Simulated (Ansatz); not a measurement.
# InSe: the cost of one run

Computed with Ansatz 0.2.0 (DFT PBEsol, scalar-relativistic, plane waves, PAW, unless a step's input says otherwise).

2 further runs of the same task are left out: 2 set aside as unsound or not needed. Runs told in other sessions of the task aren't counted.

## Step 1: The starting structure

Symmetry: C2/m, No. 12, monoclinic system. The conventional cell has a = 11.750 Å, b = 4.111 Å, c = 4.564 Å, α = 90.00°, β = 110.64°, γ = 90.00°. In (site symmetry m) is surrounded by 3 Se at 2.67 to 2.70 Å and 1 In at 2.79 Å. Se (site symmetry m) is surrounded by 3 In at 2.67 to 2.70 Å.

As a file:

```xyz
4
Lattice="5.8749 -2.0553 -0.0053 5.8749 2.0553 -0.0053 -1.6051 0.0000 4.2721" Properties=species:S:1:pos:R:3 pbc="T T T"
In   10.3614    0.0000    0.1147
In   -0.2167    0.0000    4.1468
Se    6.6696    0.0000    2.7165
Se    3.4751    0.0000    1.5450
```

This cell was relaxed beforehand with the same method: volume 25.78 Å³/atom, gap on the mesh 0.69 eV.

## Step 2: Zero of energy

Reference values: F = -21901.1136 eV; pressure 0.00 GPa; largest force 0.001 eV/Å; gap on the mesh 0.69 eV. It was computed beforehand with the settings of the runs below.

## Step 3: Next: a sublattice displacement scan

Every Se atom is moved by x along the Cartesian unit vector (0.000, 0.000, 1.000); the cell and all other atoms stay fixed. Forces below are components along that vector, summed over the moved atoms.

## Step 4: Point x = -0.300 Å

Contents of input.yaml:

```yaml
crystal:
  lattice:
    - [5.8749264423, -2.0552742521, -0.0052948673]
    - [5.8749264423, 2.0552742521, -0.0052948673]
    - [-1.6051187023, 0.0, 4.2720903652]
  atoms:
    - { symbol: In, position: [0.8858026589, 0.8858026589, 0.0290539339] }
    - { symbol: In, position: [0.1141973411, 0.1141973411, 0.9709460661] }
    - { symbol: Se, position: [0.6451249477, 0.6451249477, 0.5672397495] }
    - { symbol: Se, position: [0.3356825043, 0.3356825043, 0.2922662083] }
basis:
  ecutwfc: 420
kpoints:
  mp_grid: { grid: [8, 8, 6] }
hamiltonian:
  xc: pbesol
scf:
  occupations: { method: gaussian, width: 0.05 }
output:
  forces: true
  stress: true
  eigenvalues: true
```

Launch:

```sh
> ansatz run input.yaml --threads 1 --pin off --max-ram 2560MiB --backend cpu --events-out ev --progress --plain --runs-dir out
```

What time and memory should one allow on 1 thread of Intel Xeon at 2.70GHz, shared host?

About 54 s, with a peak of 0.59 GiB.
